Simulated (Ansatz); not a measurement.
# Ti (P6/mmm) in Ansatz: equation of state

Aim: energy against volume of Ti in PBEsol, for its equilibrium volume and stiffness.

Program: Ansatz 0.2.0. These are calculated values, not measurements. Logs are shortened: lines on timing, memory, paths and dates and some standing lists are left out, and cuts for length are marked.

## (1) Starting point

The structure is hexagonal, space group P6/mmm (No. 191). The conventional cell has a = 4.567 Å, b = 4.567 Å, c = 2.826 Å, α = 90.00°, β = 90.00°, γ = 120.00°. Around Ti (site symmetry -6m2) lie 11 Ti at 2.64 to 2.99 Å. Ti (site symmetry 6/mmm) is surrounded by 14 Ti at 2.83 to 2.99 Å.

This isn't the form of Ti at room conditions, which is hcp.

## (2) Single point, PBEsol, 16.00 Å³/atom (volume scaled by 0.94)

Contents of input.yaml:

```yaml
crystal:
  lattice:
    - [4.4741369374, 0.0, 0.0]
    - [-2.2370684687, 3.8747162478, 0.0]
    - [0.0, 0.0, 2.7685496267]
  atoms:
    - { symbol: Ti, position: [0.6666666667, 0.3333333333, 0.5] }
    - { symbol: Ti, position: [0.3333333333, 0.6666666667, 0.5] }
    - { symbol: Ti, position: [0.0, 0.0, 0.0] }
hamiltonian:
  xc: pbesol
  pseudopotentials: { kind: paw }
kpoints:
  mp_grid: { grid: [7, 7, 9] }
scf:
  occupations: { method: fermi_dirac, width: 0.05 }
output:
  forces: true
  stress: true
  eigenvalues: true
  write_density: true
  write_potential: true
  elf: true
  volumetric_format: npy
```

Potentials or basis: Ansatz PAW.

Launch:

```bash
ansatz run input.yaml --threads 2 --pin off --max-ram 5632MiB --backend cpu --events-out ev --progress --plain --runs-dir out
```

The log of the run:

```text
Warning: RAYON_NUM_THREADS=2 ignored (pool sized by the plan → 2); use --threads N
Engine: ansatz 0.2.0, x86_64-unknown-linux-gnu
Pseudopotentials: kind: paw
Pseudopotential: Ti, paw, valence charge 12, recommended cutoff 420 eV (normal), Ti.paw.azcp
Functional definition: PBEsol
  exchange = pbesol_x
  correlation = pbesol_c
Crystal: 3 atoms, lattice volume = 47.996 Å³
Basis set: ecut = 420 eV, 939 PW (Γ), exchange–correlation on 60×60×40 points (8 copies of the dense FFT grid, shifted against one another)
Bands: 22, of which v1, the nominal top of the filled ones, is band 18 counted from 1 (17 counted from 0)
Symmetry: 24 space group operations
Space group: P6/mmm (ITA 191), of the structure as read, at distance tolerance 3.6e-5 Å
k-points: 40 of 441
Non-local potential: Ti, projectors of the file, l = 0: 3, l = 1: 2, l = 2: 3, l = 3: 1
PAW form: soft (Blöchl's): semilocal exchange-correlation on the pseudo side does not see the compensation charge
PAW frozen core: Ti, regenerated for the run's functional, and the local potential with it (the file was generated under x = pbe(κ = 0.804, μ = 0.2195149727645171), c = pbe(β = 0.06672455060314922))
PAW one-centre angular grid: Ti, 590 points (default); XC on 64 Gauss nodes
Initial density: superposition of atomic densities (neutral atoms: chi_scale 0, normalization atom), corrected by the library's trained network
Initial wavefunctions: pseudopotential atomic-orbital guess
Functional: x = pbesol(κ = 0.804, μ = 0.12345679012345678), c = pbesol(β = 0.046)
SCF iter   1: F=—  HF=-7421.750458 eV  |F-HF|=—  |Δ(HF+E_count)|=         —  Δρ=1.23e-2  dr2=7.20e-2  ethr=1.77e-3  ⟨swp⟩=4.1  Hψ=3118  notcnv=0
preconditioner: auto → none  [metal: Δε(μ)=0.030 eV  Ē_g=2.628 eV  σ=0.050 eV  W_gap=0.15  n_scr=8 (ndim 8)  ℏωp=18.6 eV  f_vac=0.000  D(μ)=2.39/eV (n_scr^D=26)  sad-step TF]
SCF iter   2: F=—  HF=-7421.734353 eV  |F-HF|=—  |Δ(HF+E_count)|=   1.61e-2  Δρ=6.38e-3  dr2=2.30e-2  ethr=2.00e-4  ⟨swp⟩=2.0  Hψ=1321  notcnv=0
SCF iter   3: F=—  HF=-7421.728887 eV  |F-HF|=—  |Δ(HF+E_count)|=   5.47e-3  Δρ=4.73e-4  dr2=5.75e-5  ethr=6.39e-5  ⟨swp⟩=2.0  Hψ=1248  notcnv=0
SCF iter   4: F=—  HF=-7421.728910 eV  |F-HF|=—  |Δ(HF+E_count)|=   2.23e-5  Δρ=1.99e-4  dr2=1.93e-5  ethr=1.60e-7  ⟨swp⟩=2.0  Hψ=1613  notcnv=0
SCF iter   5: F=—  HF=-7421.728906 eV  |F-HF|=—  |Δ(HF+E_count)|=   3.30e-6  Δρ=4.46e-5  dr2=1.32e-6  ethr=5.37e-8  ⟨swp⟩=3.0  Hψ=1732  notcnv=0
SCF iter   6: F=-7421.728907 eV  HF=-7421.728907 eV  |F-HF|=1.89e-10  |Δ(HF+E_count)|=   2.66e-7  Δρ=1.05e-5  dr2=3.63e-8  ethr=2.78e-10  ⟨swp⟩=8.2  Hψ=5454  notcnv=0
SCF 1 converged in 6 iterations: F = -7421.728907 eV  dr2 = 3.63e-8
SCF converged after 6 iterations
Free energy (F): -7421.728907 eV
Harris-Foulkes:  -7421.728907 eV  (|F-HF|=1.89e-10)
Internal energy: -7421.706745 eV  (E = F + TS)
E sigma→0 (E₀):  -7421.717826 eV
Entropy (-TS):   -0.022162 eV (-7.387 meV/atom)
Fermi energy:    14.466966 eV
--- Per-component energies (eV) ---
  E_band       = -424.077181
  E_kinetic    = 822.809885
  E_local      = -2313.562468  (includes V_loc(G=0)·N_el)
  E_nonlocal   = 28.833879
  E_hartree    = 959.046676
  E_xc         = -291.998440
  E_vxc        = -367.055230  (∫ρ·V_xc dr)
  E_paw        = -3068.494556  (= ΣΔE_a)
  E_vpaw       = -513.198461  (= ΣTr[D̂ρ^β])
  E_aug_tail   = 0.000316  (compensation charges beyond the density's cutoff)
  E_ewald      = -3558.760190
  E_core_change = 0.418153  (= ΣΔE_core)
  E_smearing   = -0.022162  (= −TS)
  E_closure    = -0.000000  (closes the sum)
  Σ components = -7421.728907   (vs F -7421.728907, Δ=0.00e0)
--- Forces (eV/Å), atoms counted from 1 ---
  atom   1  Ti    -0.00000000    -0.00000000    -0.00000000
  atom   2  Ti     0.00000000     0.00000000     0.00000000
  atom   3  Ti    -0.00000000    -0.00000000     0.00000000
  max |Σ_I F_I| component: 1.85e-17 eV/Å
--- Stress (GPa, compression-positive) ---
        3.496445       0.000000      -0.000000
       -0.000000       3.496445      -0.000000
       -0.000000      -0.000000       4.014817
  P = ⅓ Tr σ = 3.6692 GPa (36.692 kbar)
--- Band table (eV; the first three rows and the last of 40) ---
  k-point 0: bands = ["-42.0066", "-41.7513", "-41.5461", "-18.4653", "-18.4653", "-18.4126", "-18.4126", "-18.0136", "-17.7871", "-17.6953", "-17.6679", "-17.6679", "8.2487", "12.3264", "13.7461", "13.7461", "13.8410", "13.8410", "14.4560", "15.1887", "15.8485", "15.8485"]
  k-point 1: bands = ["-41.9953", "-41.7455", "-41.5380", "-18.4499", "-18.4499", "-18.4033", "-18.4033", "-18.0757", "-17.8633", "-17.7579", "-17.6698", "-17.6698", "8.5453", "12.5648", "13.5307", "13.5307", "13.6909", "13.6909", "14.8537", "15.4498", "15.7649", "15.7649"]
  k-point 2: bands = ["-41.9660", "-41.7311", "-41.5174", "-18.4099", "-18.4099", "-18.3795", "-18.3795", "-18.2292", "-18.0549", "-17.9146", "-17.6757", "-17.6757", "9.3740", "13.0211", "13.0211", "13.1016", "13.3320", "13.3320", "15.7264", "15.7264", "15.9663", "16.1618"]
  k-point 39: bands = ["-41.9076", "-41.6144", "-41.5722", "-18.6749", "-18.5141", "-18.4476", "-18.2421", "-18.1828", "-18.1476", "-18.0792", "-17.9333", "-17.6029", "11.6583", "12.5906", "13.0179", "13.3569", "13.3598", "13.5588", "14.7096", "15.1375", "15.4031", "15.7737"]
```

v_z.tsv:

```text
# z_ang	v_es[eV]	v_tot[eV]
# format = ansatz-planar-average/11
# xc	pbesol
# density_cutoff_ev	1680
# datasets	Ti=:simpson_from_first_knot:soft:shift=-797321
# lattice	4.474136937	0.000000000	0.000000000
# lattice	-2.237068469	3.874716248	0.000000000
# lattice	0.000000000	0.000000000	2.768549627
# sites	3
# site	22	2.237068469	1.291572083	1.384274813
# site	22	0.000000000	2.583144165	1.384274813
# site	22	0.000000000	0.000000000	0.000000000
0.000000	9.575520e0	-1.468910e0
0.138427	9.545367e0	-1.481770e0
0.276855	9.448927e0	-1.495327e0
0.415282	9.165195e0	-1.686019e0
0.553710	8.458294e0	-2.443274e0
0.692137	7.422849e0	-3.737670e0
[... 12 lines left out ...]
2.491695	9.448927e0	-1.495327e0
2.630122	9.545367e0	-1.481770e0
```

Run time: 2.5 s. Hardware: 2 threads of Intel Xeon Platinum 8175M at 2.50GHz (Skylake/Cascade Lake), shared host; peak memory 0.38 GiB.

What came out:

```yaml
Free_energy: -7421.7289 eV
Pressure: 3.7 GPa
Band_gap_on_the_k_mesh: none (metal or under the smearing width)
```

Caveat: the PAW data sets come from PBE, with cores solved anew for the run's functional, which leaves a small shift of forces and pressure.

## (3) Single point, PBEsol, 16.34 Å³/atom (volume scaled by 0.96)

Edit input.yaml of step 2 so:

```diff
@@ -2,5 +2,5 @@
   lattice:
-    - [4.4741369374, 0.0, 0.0]
-    - [-2.2370684687, 3.8747162478, 0.0]
-    - [0.0, 0.0, 2.7685496267]
+    - [4.5056459821, 0.0, 0.0]
+    - [-2.252822991, 3.9020038809, 0.0]
+    - [0.0, 0.0, 2.7880470975]
   atoms:
```

Potentials or basis: Ansatz PAW.

Launch:

```bash
ansatz run input.yaml --threads 2 --pin off --max-ram 5632MiB --backend cpu --events-out ev --progress --plain --runs-dir out
```

Wall time 2.4 s (2 threads of Intel Xeon Platinum 8175M at 2.50GHz (Skylake/Cascade Lake), shared host); peak memory 0.38 GiB.

It converged, with:

| Property | Result |
| --- | --- |
| Free energy | -7421.7435 eV |
| Pressure | 1.0 GPa |
| Band gap on the k mesh | none (metal or under the smearing width) |

Caveat: the PAW data sets come from PBE, with cores solved anew for the run's functional, which leaves a small shift of forces and pressure.

## (4) Single point, PBEsol, 16.68 Å³/atom (volume scaled by 0.98)

Edit input.yaml of step 3 so:

```diff
@@ -2,5 +2,5 @@
   lattice:
-    - [4.5056459821, 0.0, 0.0]
-    - [-2.252822991, 3.9020038809, 0.0]
-    - [0.0, 0.0, 2.7880470975]
+    - [4.5367203846, 0.0, 0.0]
+    - [-2.2683601923, 3.9289151029, 0.0]
+    - [0.0, 0.0, 2.8072756161]
   atoms:
```

Launch:

```bash
ansatz run input.yaml --threads 2 --pin off --max-ram 5632MiB --backend cpu --events-out ev --progress --plain --runs-dir out
```

Wall time 2.5 s (2 threads of Intel Xeon Platinum 8175M at 2.50GHz (Skylake/Cascade Lake), shared host); peak memory 0.38 GiB.

Results (log left out):

| Quantity | Value |
| --- | --- |
| Free energy | -7421.7417 eV |
| Pressure | -1.5 GPa |
| Band gap on the k mesh | none (metal or under the smearing width) |

Caveat: the PAW data sets come from PBE, with cores solved anew for the run's functional, which leaves a small shift of forces and pressure.

## (5) Single point, PBEsol, 17.02 Å³/atom

Edit input.yaml of step 4 so:

```diff
@@ -2,5 +2,5 @@
   lattice:
-    - [4.5367203846, 0.0, 0.0]
-    - [-2.2683601923, 3.9289151029, 0.0]
-    - [0.0, 0.0, 2.8072756161]
+    - [4.5673748306, 0.0, 0.0]
+    - [-2.2836874153, 3.9554626319, 0.0]
+    - [0.0, 0.0, 2.82624427]
   atoms:
```

Launch:

```bash
ansatz run input.yaml --threads 2 --pin off --max-ram 5632MiB --backend cpu --events-out ev --progress --plain --runs-dir out
```

Wall time 2.9 s (2 threads of Intel Xeon Platinum 8175M at 2.50GHz (Skylake/Cascade Lake), shared host); peak memory 0.38 GiB.

Results (log left out):

- Free energy: -7421.7250 eV
- Pressure: -3.7 GPa
- Band gap on the k mesh: none (metal or under the smearing width)

Caveat: the PAW data sets come from PBE, with cores solved anew for the run's functional, which leaves a small shift of forces and pressure.

## (6) Single point, PBEsol, 17.36 Å³/atom (volume scaled by 1.02)

Edit input.yaml of step 5 so:

```diff
@@ -2,5 +2,5 @@
   lattice:
-    - [4.5673748306, 0.0, 0.0]
-    - [-2.2836874153, 3.9554626319, 0.0]
-    - [0.0, 0.0, 2.82624427]
+    - [4.5976232276, 0.0, 0.0]
+    - [-2.2988116138, 3.9816585121, 0.0]
+    - [0.0, 0.0, 2.8449616649]
   atoms:
@@ -20,5 +20 @@
   eigenvalues: true
-  write_density: true
-  write_potential: true
-  elf: true
-  volumetric_format: npy
```

Potentials or basis: Ansatz PAW.

Launch:

```bash
ansatz run input.yaml --threads 2 --pin off --max-ram 5632MiB --backend cpu --events-out ev --progress --plain --runs-dir out
```

It took 2.2 s on 2 threads of Intel Xeon Platinum 8175M at 2.50GHz (Skylake/Cascade Lake), shared host; peak memory 0.37 GiB.

It converged, with:

* Free energy: -7421.6946 eV
* Pressure: -5.8 GPa
* Band gap on the k mesh: none (metal or under the smearing width)

Caveat: the PAW data sets come from PBE, with cores solved anew for the run's functional, which leaves a small shift of forces and pressure.

## (7) Single point, PBEsol, 17.70 Å³/atom (volume scaled by 1.04)

Edit input.yaml of step 6 so:

```diff
@@ -2,5 +2,5 @@
   lattice:
-    - [4.5976232276, 0.0, 0.0]
-    - [-2.2988116138, 3.9816585121, 0.0]
-    - [0.0, 0.0, 2.8449616649]
+    - [4.6274787604, 0.0, 0.0]
+    - [-2.3137393802, 4.007514162, 0.0]
+    - [0.0, 0.0, 2.8634359596]
   atoms:
```

Launch:

```bash
ansatz run input.yaml --threads 2 --pin off --max-ram 5632MiB --backend cpu --events-out ev --progress --plain --runs-dir out
```

It took 1.9 s on 2 threads of Intel Xeon Platinum 8175M at 2.50GHz (Skylake/Cascade Lake), shared host; peak memory 0.37 GiB.

Results (log left out):

```yaml
Free_energy: -7421.6519 eV
Pressure: -7.6 GPa
Band_gap_on_the_k_mesh: none (metal or under the smearing width)
```

Caveat: the PAW data sets come from PBE, with cores solved anew for the run's functional, which leaves a small shift of forces and pressure.

## (8) Single point, PBEsol, 18.04 Å³/atom (volume scaled by 1.06)

Edit input.yaml of step 7 so:

```diff
@@ -2,5 +2,5 @@
   lattice:
-    - [4.6274787604, 0.0, 0.0]
-    - [-2.3137393802, 4.007514162, 0.0]
-    - [0.0, 0.0, 2.8634359596]
+    - [4.6569539421, 0.0, 0.0]
+    - [-2.328476971, 4.0330404181, 0.0]
+    - [0.0, 0.0, 2.881674897]
   atoms:
@@ -20 +20,5 @@
   eigenvalues: true
+  write_density: true
+  write_potential: true
+  elf: true
+  volumetric_format: npy
```

Potentials or basis: Ansatz PAW.

Launch:

```bash
ansatz run input.yaml --threads 2 --pin off --max-ram 5632MiB --backend cpu --events-out ev --progress --plain --runs-dir out
```

The log of the run:

```text
Warning: RAYON_NUM_THREADS=2 ignored (pool sized by the plan → 2); use --threads N
Engine: ansatz 0.2.0, x86_64-unknown-linux-gnu
Pseudopotentials: kind: paw
Pseudopotential: Ti, paw, valence charge 12, recommended cutoff 420 eV (normal), Ti.paw.azcp
Functional definition: PBEsol
  exchange = pbesol_x
  correlation = pbesol_c
Crystal: 3 atoms, lattice volume = 54.123 Å³
Basis set: ecut = 420 eV, 1071 PW (Γ), exchange–correlation on 64×64×40 points (8 copies of the dense FFT grid, shifted against one another)
Bands: 22, of which v1, the nominal top of the filled ones, is band 18 counted from 1 (17 counted from 0)
Symmetry: 24 space group operations
Space group: P6/mmm (ITA 191), of the structure as read, at distance tolerance 3.8e-5 Å
k-points: 40 of 441
Non-local potential: Ti, projectors of the file, l = 0: 3, l = 1: 2, l = 2: 3, l = 3: 1
PAW form: soft (Blöchl's): semilocal exchange-correlation on the pseudo side does not see the compensation charge
PAW frozen core: Ti, regenerated for the run's functional, and the local potential with it (the file was generated under x = pbe(κ = 0.804, μ = 0.2195149727645171), c = pbe(β = 0.06672455060314922))
PAW one-centre angular grid: Ti, 590 points (default); XC on 64 Gauss nodes
Initial density: superposition of atomic densities (neutral atoms: chi_scale 0, normalization atom), corrected by the library's trained network
Initial wavefunctions: pseudopotential atomic-orbital guess
Functional: x = pbesol(κ = 0.804, μ = 0.12345679012345678), c = pbesol(β = 0.046)
SCF iter   1: F=—  HF=-7421.619538 eV  |F-HF|=—  |Δ(HF+E_count)|=         —  Δρ=1.31e-2  dr2=1.20e-1  ethr=1.77e-3  ⟨swp⟩=4.1  Hψ=3094  notcnv=0
preconditioner: auto → none  [metal: Δε(μ)=0.024 eV  Ē_g=2.383 eV  σ=0.050 eV  W_gap=0.12  n_scr=8 (ndim 8)  ℏωp=17.5 eV  f_vac=0.000  D(μ)=2.35/eV (n_scr^D=26)  sad-step TF]
[... 19 lines left out ...]
  E_nonlocal   = 28.126396
  E_hartree    = 1023.508393
  E_xc         = -288.661290
  E_vxc        = -362.590851  (∫ρ·V_xc dr)
  E_paw        = -3067.018387  (= ΣΔE_a)
  E_vpaw       = -510.767027  (= ΣTr[D̂ρ^β])
  E_aug_tail   = 0.000357  (compensation charges beyond the density's cutoff)
  E_ewald      = -3419.054733
  E_core_change = 0.418153  (= ΣΔE_core)
  E_smearing   = -0.022703  (= −TS)
  E_closure    = 0.000000  (closes the sum)
  Σ components = -7421.597934   (vs F -7421.597934, Δ=0.00e0)
--- Forces (eV/Å), atoms counted from 1 ---
  atom   1  Ti     0.00000000    -0.00000000     0.00000000
  atom   2  Ti     0.00000000     0.00000000     0.00000000
  atom   3  Ti    -0.00000000     0.00000000     0.00000000
  max |Σ_I F_I| component: 9.25e-17 eV/Å
--- Stress (GPa, compression-positive) ---
       -9.229659       0.000000       0.000000
        0.000000      -9.229659       0.000000
        0.000000       0.000000      -9.421394
  P = ⅓ Tr σ = -9.2936 GPa (-92.936 kbar)
--- Band table (eV; the first three rows and the last of 40) ---
  k-point 0: bands = ["-44.1635", "-43.8968", "-43.7557", "-20.5751", "-20.5751", "-20.4370", "-20.4370", "-20.2231", "-20.0399", "-19.9659", "-19.9249", "-19.9249", "6.5760", "10.7386", "11.8558", "11.8558", "11.9604", "11.9604", "12.5118", "13.2001", "13.7816", "13.7816"]
  k-point 1: bands = ["-44.1573", "-43.8923", "-43.7507", "-20.5658", "-20.5658", "-20.4310", "-20.4310", "-20.2653", "-20.0909", "-20.0087", "-19.9252", "-19.9252", "6.8412", "10.9341", "11.6994", "11.6994", "11.8428", "11.8428", "12.8564", "13.4216", "13.7040", "13.7040"]
  k-point 2: bands = ["-44.1415", "-43.8811", "-43.7378", "-20.5421", "-20.5421", "-20.4157", "-20.4157", "-20.3704", "-20.2191", "-20.1162", "-19.9264", "-19.9264", "7.5911", "11.3172", "11.3172", "11.3618", "11.5610", "11.5610", "13.6513", "13.6513", "13.8226", "14.0618"]
  k-point 39: bands = ["-44.1112", "-43.8008", "-43.7736", "-20.6572", "-20.5786", "-20.5434", "-20.3500", "-20.3291", "-20.3172", "-20.2084", "-20.1045", "-19.8709", "10.1125", "10.8187", "11.2354", "11.5766", "11.5928", "11.7407", "12.7846", "13.1595", "13.3879", "13.7165"]
```

rho_z.tsv:

```text
# z_ang	rho[e/angstrom^3]
# format = ansatz-planar-average/11
# lattice	4.656953942	-0.000000000	0.000000000
# lattice	-2.328476971	4.033040418	0.000000000
# lattice	0.000000000	0.000000000	2.881674897
# sites	3
# site	22	2.328476971	1.344346806	1.440837448
# site	22	0.000000000	2.688693612	1.440837448
# site	22	0.000000000	0.000000000	0.000000000
0.000000	6.807763e-1
0.144084	6.493662e-1
0.288167	5.607011e-1
0.432251	4.429995e-1
0.576335	3.505201e-1
0.720419	3.470778e-1
[... 12 lines left out ...]
2.593507	5.607011e-1
2.737591	6.493662e-1
```

v_z.tsv:

```text
# z_ang	v_es[eV]	v_tot[eV]
# format = ansatz-planar-average/11
# xc	pbesol
# density_cutoff_ev	1680
# datasets	Ti=:simpson_from_first_knot:soft:shift=-797321
# lattice	4.656953942	-0.000000000	0.000000000
# lattice	-2.328476971	4.033040418	0.000000000
# lattice	0.000000000	0.000000000	2.881674897
# sites	3
# site	22	2.328476971	1.344346806	1.440837448
# site	22	0.000000000	2.688693612	1.440837448
# site	22	0.000000000	0.000000000	0.000000000
0.000000	8.524768e0	-2.033786e0
0.144084	8.515679e0	-2.024545e0
0.288167	8.471047e0	-1.984916e0
0.432251	8.319426e0	-2.017559e0
0.576335	7.791589e0	-2.549133e0
0.720419	6.841129e0	-3.730709e0
[... 12 lines left out ...]
2.593507	8.471047e0	-1.984916e0
2.737591	8.515679e0	-2.024545e0
```

Wall time 3.2 s (2 threads of Intel Xeon Platinum 8175M at 2.50GHz (Skylake/Cascade Lake), shared host); peak memory 0.38 GiB.

Results:

| Property | Result |
| --- | --- |
| Free energy | -7421.5979 eV |
| Pressure | -9.3 GPa |
| Band gap on the k mesh | none (metal or under the smearing width) |

Caveat: the PAW data sets come from PBE, with cores solved anew for the run's functional, which leaves a small shift of forces and pressure.

## (9) Equation of state, PBEsol

Potentials or basis: Ansatz PAW.

No new run: the results of the series are fitted here.

Results:

```yaml
Equilibrium_volume: 16.47 Å³/atom
Bulk_modulus_at_fixed_shape_and_positions: 120 GPa
Pressure_derivative_of_the_bulk_modulus: 3.6
```

Energy against volume, from the lowest point:
```csv
volume (Å³/atom),energy (meV/atom)
15.999,4.88
16.339,0.00
16.679,0.60
17.020,6.19
17.360,16.30
17.701,30.55
18.041,48.53
```

Caveat: the cell was scaled at fixed shape and fractional positions, which overstates the stiffness of a crystal with free parameters, most of all of layers and chains.
